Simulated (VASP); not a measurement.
# Sc (Fm-3m) in VASP: a series of runs

Runs on Sc. Level: revPBE. Tasks: single point.

All numbers are computed with VASP 6.6.1; they aren't measurements. Logs are shortened: lines on timing, memory, paths and dates and some standing lists are left out, and cuts for length are marked.

## (1) The crystal as given

Symmetry: Fm-3m, No. 225, cubic system. The conventional cell has a = 4.674 Å, b = 4.674 Å, c = 4.674 Å, α = 90.00°, β = 90.00°, γ = 90.00°. Sc (site symmetry m-3m) has 12 Sc at 3.31 Å as nearest neighbours.

This isn't the form of Sc at room conditions, which is hcp.

## (2) Single point, revPBE

File INCAR:

```
PREC = Accurate
ENCUT = 520
EDIFF = 1E-7
ISMEAR = -1
SIGMA = 0.1
LREAL = F
LASPH = T
NELM = 80
ALGO = Normal
ISIF = 2
LWAVE = F
LCHARG = F
GGA = RE
NBANDS = 12
```

File KPOINTS:

```
regular mesh
0
Gamma
  19 19 19
```

File POSCAR:

```
Sc
1.0
    0.0000000000      2.3371120832      2.3371120832
    2.3371120832      0.0000000000      2.3371120832
    2.3371120832      2.3371120832      0.0000000000
Sc
1
Direct
    0.0000000000      0.0000000000      0.0000000000
```

Potentials or basis: VASP PAW PBE potentials, release 64 (Sc_sv).

The run is started by

```sh
$ cat potpaw_PBE.64/Sc_sv/POTCAR > POTCAR
$ mpirun -np 1 vasp_std > vasp.out
```

OUTCAR:

```text
PREC = Accurate
   ENCUT = 520
   EDIFF = 1E-7
   ISMEAR = -1
   LREAL = F
   LASPH = T
   NELM = 80
   ISIF = 2
   GGA = RE

 ion  position               nearest neighbor table
   1  0.000  0.000  0.000-

  LATTYP: Found a face centered cubic cell.
 ALAT       =     4.6742241664

  Lattice vectors:

 A1 = (   0.0000000000,   2.3371120832,   2.3371120832)
 A2 = (   2.3371120832,   0.0000000000,   2.3371120832)
 A3 = (   2.3371120832,   2.3371120832,   0.0000000000)

Analysis of symmetry for initial positions (statically):
=====================================================================
 Subroutine PRICEL returns:
 Original cell was already a primitive cell.

 Routine SETGRP: Setting up the symmetry group for a
 face centered cubic supercell.

 Subroutine GETGRP returns: Found 48 space group operations
 (whereof 48 operations were pure point group operations)
 out of a pool of 48 trial point group operations.

The static configuration has the point symmetry O_h .

Analysis of symmetry for dynamics (positions and initial velocities):
=====================================================================
 Subroutine PRICEL returns:
 Original cell was already a primitive cell.

 Routine SETGRP: Setting up the symmetry group for a
 face centered cubic supercell.

 Subroutine GETGRP returns: Found 48 space group operations
 (whereof 48 operations were pure point group operations)
 out of a pool of 48 trial point group operations.

The dynamic configuration has the point symmetry O_h .

 Subroutine INISYM returns: Found 48 space group operations
 (whereof 48 operations are pure point group operations),
 and found     1 'primitive' translations

----------------------------------------------------------------------------------------

                                     Primitive cell

  volume of cell :      25.5310

  direct lattice vectors                    reciprocal lattice vectors
     0.000000000  2.337112083  2.337112083    -0.213939247  0.213939247  0.213939247
     2.337112083  0.000000000  2.337112083     0.213939247 -0.213939247  0.213939247
     2.337112083  2.337112083  0.000000000     0.213939247  0.213939247 -0.213939247

  length of vectors
     3.305175605  3.305175605  3.305175605     0.370553646  0.370553646  0.370553646

  position of ions in fractional coordinates (direct lattice)
     0.000000000  0.000000000  0.000000000

  ion indices of the primitive-cell ions
   primitive index   ion index
                 1           1

----------------------------------------------------------------------------------------

 KPOINTS: regular mesh

Automatic generation of k-mesh.
 Grid dimensions read from file:
 generate k-points for:   19   19   19

 Generating k-lattice:

  Cartesian coordinates                     Fractional coordinates (reciprocal lattice)
    -0.011259960  0.011259960  0.011259960     0.052631579  0.000000000  0.000000000
     0.011259960 -0.011259960  0.011259960     0.000000000  0.052631579  0.000000000
     0.011259960  0.011259960 -0.011259960     0.000000000  0.000000000  0.052631579

  Length of vectors
     0.019502823  0.019502823  0.019502823

  Shift w.r.t. Gamma in fractional coordinates (k-lattice)
     0.000000000  0.000000000  0.000000000

 Subroutine IBZKPT returns following result:
 ===========================================

 Found    220 irreducible k-points:

 Following reciprocal coordinates:
            Coordinates               Weight
  0.000000  0.000000  0.000000      1.000000
  0.052632  0.000000  0.000000      8.000000
  0.105263  0.000000  0.000000      8.000000
  0.157895  0.000000  0.000000      8.000000
  0.210526  0.000000  0.000000      8.000000
  0.263158  0.000000  0.000000      8.000000
[... 16 lines left out ...]
 -0.315789  0.052632  0.000000     24.000000
 -0.263158  0.052632  0.000000     24.000000
 [... further k-points ...]
   k-points           NKPTS =    220   k-points in BZ     NKDIM =    220   number of bands    NBANDS=     12
   number of dos      NEDOS =    301   number of ions     NIONS =      1
   total plane-waves  NPLWV =  21952
   dimension x,y,z NGX =    28 NGY =   28 NGZ =   28
   dimension x,y,z NGXF=    56 NGYF=   56 NGZF=   56
   ions per type =               1
   NGX,Y,Z   is equivalent  to a cutoff of  14.08, 14.08, 14.08 a.u.
   NGXF,Y,Z  is equivalent  to a cutoff of  28.17, 28.17, 28.17 a.u.
 SYSTEM =  unknown system
   PREC   = accura    normal or accurate (medium, high low for compatibility)
   ISTART =      0    job   : 0-new  1-cont  2-samecut
   ICHARG =      2    charge: 1-file 2-atom 10-const
   ISPIN  =      1    spin polarized calculation?
   LNONCOLLINEAR =      F non collinear calculations
   LSORBIT =      F    spin-orbit coupling
   LASPH  =      T    aspherical Exc in radial PAW
   ENCUT  =  520.0 eV  38.22 Ry    6.18 a.u.   6.15  6.15  6.15*2*pi/ulx,y,z
   NELM   =     80;   NELMIN=  2; NELMDL= -5     # of ELM steps
   EDIFF  = 0.1E-06   stopping-criterion for ELM
   LREAL  =      F    real-space projection
   EDIFFG = 0.1E-05   stopping-criterion for IOM
   NSW    =      0    number of steps for IOM
   IBRION =     -1    ionic relax: 0-MD 1-quasi-New 2-CG
   NFREE  =      0    steps in history (QN), initial steepest desc. (CG)
   ISIF   =      2    stress and relaxation
   ISYM   =      2    0-nonsym 1-usesym 2-fastsym
   POTIM  = 0.5000    time-step for ionic-motion
   TEBEG  =    0.0;   TEEND  =   0.0 temperature during run
   PSTRESS=    0.0 pullay stress
   NELECT =      11.0000    total number of electrons
   NUPDOWN=      -1.0000    fix difference up-down
   EMIN   =  10.00;   EMAX   =-10.00  energy-range for DOS
   EFERMI =   0.00;   METHOD = LEGACY
   ISMEAR =    -1;   SIGMA  =   0.10  broadening in eV -4-tet -1-fermi 0-gaus
   EFERMI_NEDOS =   21; number of points for ismear=-14 and -15
   IALGO  =     38    algorithm
   IMIX   =      4    mixing-type and parameters
     AMIX     =   0.40;   BMIX     =  1.00
     AMIX_MAG =   1.60;   BMIX_MAG =  1.00
  volume/ion in A,a.u.               =      25.53       172.29
  Fermi-wavevector in a.u.,A,eV,Ry     =   1.236468  2.336586 20.801307  1.528853
  Thomas-Fermi vector in A             =   2.371075
   LORBIT       =      0    0 simple, 1 ext, 2 COOP (PROOUT), +10 PAW based schemes
   GGA     = RE    functional components
   LHFCALC =     F    Hartree Fock is set to
   AEXX    =    0.0000 exact exchange contribution
   IVDW    =     0    specifies the selected vdW correction
   LEPSILON=     F    determine dielectric tensor
   LRPA    =     F    only Hartree local field effects (RPA)
 non-spin polarized calculation
  energy-cutoff  :      520.00
  volume of cell :       25.53
 maximum number of plane-waves:       701
 NGX is ok and might be reduce to    28
   NGX = 13   NGY = 13   NGZ = 13

 number of electron      11.0000000 magnetization

 Free energy of the ion-electron system (eV)
  ---------------------------------------------------
  ext. energy  EPLUGINS =         0.00000000
  ---------------------------------------------------
  free energy    TOTEN  =        -5.98196958 eV

  energy without entropy =       -5.91570655  energy(sigma->0) =       -5.94883806

 E-fermi :   3.6219     XC(G=0):  -9.6481

 val. band max:        3.6207978761   @ k =  -0.2632   0.3684   0.1053
 cond. band min:       3.6250745236   @ k =  -0.3158   0.2632   0.0526
 fundamental gap:      0.0042766474
 Fermi energy:         3.6218966299

 k-point     1 :       0.0000    0.0000    0.0000
  band No.  band energies     occupation
      1     -46.0187      2.00000
      2     -24.4057      2.00000
      3     -24.4057      2.00000
      4     -24.4057      2.00000
      5      -1.5053      2.00000
      6       5.1644      0.00000
      7       5.1644      0.00000
      8       5.1644      0.00000
      9       6.4775      0.00000
     10       6.4775      0.00000
     11      15.8957      0.00000
     12      19.1748      0.00000

 k-point     2 :       0.0526    0.0000    0.0000
  band No.  band energies     occupation
      1     -46.0173      2.00000
      2     -24.4153      2.00000
      3     -24.4070      2.00000
      4     -24.4070      2.00000
      5      -1.4372      2.00000
      6       5.1138      0.00000
      7       5.1898      0.00000
      8       5.1898      0.00000
      9       6.4596      0.00000
     10       6.4596      0.00000
     11      15.9528      0.00000
     12      18.5380      0.00000

 k-point     3 :       0.1053    0.0000    0.0000
  band No.  band energies     occupation
      1     -46.0134      2.00000
      2     -24.4430      2.00000
      3     -24.4106      2.00000
      4     -24.4106      2.00000
      5      -1.2358      2.00000
      6       4.9720      0.00000
      7       5.2569      0.00000
      8       5.2569      0.00000
      9       6.4175      0.00000
     10       6.4175      0.00000
     11      16.0386      0.00000
     12      17.4230      0.00000
[... 286 lines left out ...]
 k-point    23 :      -0.3158    0.0526    0.0000
  band No.  band energies     occupation
      1     -45.9805      2.00000
      2     -24.6651      2.00000
      3     -24.4506      2.00000
      4     -24.4374      2.00000
      5       0.8422      2.00000
      6       3.9993      0.04488
      7       5.1868      0.00000
      8       5.2760      0.00000
      9       6.7051      0.00000
     10       7.0372      0.00000
     11      11.9427      0.00000
     12      15.8671      0.00000

 k-point    24 :      -0.2632    0.0526    0.0000
  band No.  band energies     occupation
      1     -45.9881      2.00000
      2     -24.6137      2.00000
      3     -24.4437      2.00000
      4     -24.4298      2.00000
      5       0.2780      2.00000
      6       4.1951      0.00646
      7       5.2778      0.00000
      8       5.3701      0.00000
      9       6.4591      0.00000
     10       6.8187      0.00000
     11      13.0208      0.00000
     12      16.1806      0.00000

 [... further k-points ...]

------------------------ aborting loop because EDIFF is reached ----------------------------------------

  FORCE on cell =-STRESS in cart. coord.  units (eV):
  Direction    XX          YY          ZZ          XY          YZ          ZX
  --------------------------------------------------------------------------------------
  -------------------------------------------------------------------------------------
  Total        0.0033170      0.0033170      0.0033170     -0.0000000     -0.0000000      0.0000000
  in kB        0.2081548      0.2081548      0.2081548     -0.0000000     -0.0000000      0.0000000
  external PRESSURE =       0.2081548 kB  Pullay stress =       0.0000000 kB

 VOLUME and BASIS-vectors are now :
 -----------------------------------------------------------------------------
  energy-cutoff  :      520.00
  volume of cell :       25.53
      direct lattice vectors                 reciprocal lattice vectors
     0.000000000  2.337112083  2.337112083    -0.213939247  0.213939247  0.213939247
     2.337112083  0.000000000  2.337112083     0.213939247 -0.213939247  0.213939247
     2.337112083  2.337112083  0.000000000     0.213939247  0.213939247 -0.213939247

 POSITION                                       TOTAL-FORCE (eV/Angst)
 -----------------------------------------------------------------------------------
      0.00000      0.00000      0.00000         0.000000      0.000000      0.000000
 -----------------------------------------------------------------------------------
    total drift:                               -0.000000     -0.000000     -0.000000

  FREE ENERGIE OF THE ION-ELECTRON SYSTEM (eV)
  ---------------------------------------------------
  free  energy   TOTEN  =        -5.9819695811 eV

  energy  without entropy=       -5.9157065488  energy(sigma->0) =       -5.94883806
```

It took 1.9 min on 1 thread of AMD EPYC 7R43 (Zen 3), shared host; peak memory 0.16 GiB.

What came out:

```yaml
Free_energy: -5.9820 eV
Pressure: 0.0 GPa
Band_gap_on_the_k_mesh: none (metal or under the smearing width)
```

Levels at points of the mesh, in eV from the Fermi level:
```
           k point  band 2  band 3  band 4  band 5  band 6  band 7  band 8  band 9
(0.00, 0.00, 0.00)  -28.03  -28.03  -28.03   -5.13    1.54    1.54    1.54    2.86
```

Caveat: the PAW data sets were made with another functional, which shifts forces and pressure a little.

## (3) Single point, revPBE

This run uses another cell than the first one, of 23.49 Å³/atom, 0.920 times its volume.

File INCAR:

```
  PREC = Accurate
  ENCUT = 520
  EDIFF = 1E-6
  ISMEAR = -1
  SIGMA = 0.1
  LREAL = F
  LASPH = T
  NELM = 100
  ALGO = Fast
  ISIF = 2
  LWAVE = F
  LCHARG = T
  GGA = RE
  LELF = T
  LVHAR = T
  NBANDS = 12
```

File KPOINTS:

```
regular mesh
0
Gamma
  13 13 13
```

File POSCAR:

```
Sc
1.0
    0.0000000000      2.2730490977      2.2730490977
    2.2730490977      0.0000000000      2.2730490977
    2.2730490977      2.2730490977      0.0000000000
Sc
1
Direct
    0.0000000000      0.0000000000      0.0000000000
```

Potentials or basis: VASP PAW PBE potentials, release 64 (Sc_sv).

The run is started by

```sh
$ cat potpaw_PBE.64/Sc_sv/POTCAR > POTCAR
$ mpirun -np 1 vasp_std > vasp.out
```

Wall time 52 s (1 thread of AMD EPYC 7R43 (Zen 3), shared host); peak memory 0.11 GiB.

It converged, with:

```
Free energy            : -5.9529 eV
Pressure               : 4.7 GPa
Band gap on the k mesh : none (metal or under the smearing width)
```

Levels at points of the mesh, in eV from the Fermi level:
```tsv
k point	band 1	band 2	band 3	band 4	band 5	band 6	band 7	band 8	band 9	band 10
(0.00, 0.00, 0.00)	-49.41	-27.75	-27.75	-27.75	-5.29	1.66	1.66	1.66	3.13	3.13
```

Caveat: the PAW data sets were made with another functional, which shifts forces and pressure a little.

## (4) Single point, revPBE

This run uses another cell than the first one, of 24.51 Å³/atom, 0.960 times its volume.

File INCAR:

```
SYSTEM = Sc
PREC = Accurate ; ENCUT = 520
EDIFF = 1E-7 ; ISMEAR = -1
SIGMA = 0.1 ; LREAL = .False.
LASPH = .True. ; NELM = 80
ALGO = Normal ; ISIF = 2
LWAVE = .False. ; LCHARG = .False.
GGA = RE ; NBANDS = 12
```

File KPOINTS:

```
regular mesh
0
Gamma
  13 13 13
  0 0 0
```

File POSCAR:

```
Sc
1.0
    0.0000000000      2.3055256154      2.3055256154
    2.3055256154      0.0000000000      2.3055256154
    2.3055256154      2.3055256154      0.0000000000
Sc
1
Direct
    0.0000000000      0.0000000000      0.0000000000
```

The run is started by

```sh
$ cat potpaw_PBE.64/Sc_sv/POTCAR > POTCAR
$ mpirun -np 1 vasp_std > vasp.out
```

Wall time 33 s (1 thread of AMD EPYC 7R43 (Zen 3), shared host); peak memory 0.11 GiB.

It converged, with:

```
Free energy            : -5.9748 eV
Pressure               : 2.1 GPa
Band gap on the k mesh : none (metal or under the smearing width)
```

Levels at points of the mesh, in eV from the Fermi level:
```tsv
k point	band 2	band 3	band 4	band 5	band 6	band 7	band 8	band 9
(0.00, 0.00, 0.00)	-27.89	-27.89	-27.89	-5.21	1.60	1.60	1.60	2.99
```

Caveat: the PAW data sets were made with another functional, which shifts forces and pressure a little.

## (5) The runs side by side

```tsv
cell	k mesh	gap on the mesh (eV)	pressure (GPa)
Fm-3m, 25.53 Å³/atom	19 × 19 × 19	none	0.0
Fm-3m, 23.49 Å³/atom	13 × 13 × 13	none	4.7
Fm-3m, 24.51 Å³/atom	13 × 13 × 13	none	2.1
```

Alike in all rows: task single point; level revPBE; potentials or basis VASP PAW PBE potentials, release 64 (Sc_sv); no spin polarisation; cutoff (eV) 520; smearing fermi-dirac 0.1 eV.

Every run on the cell as given and a fine mesh finds a metal.

Caveats: the PAW data sets were made with another functional, which shifts forces and pressure a little.

Absolute energies hang on the potentials; compare differences alone.
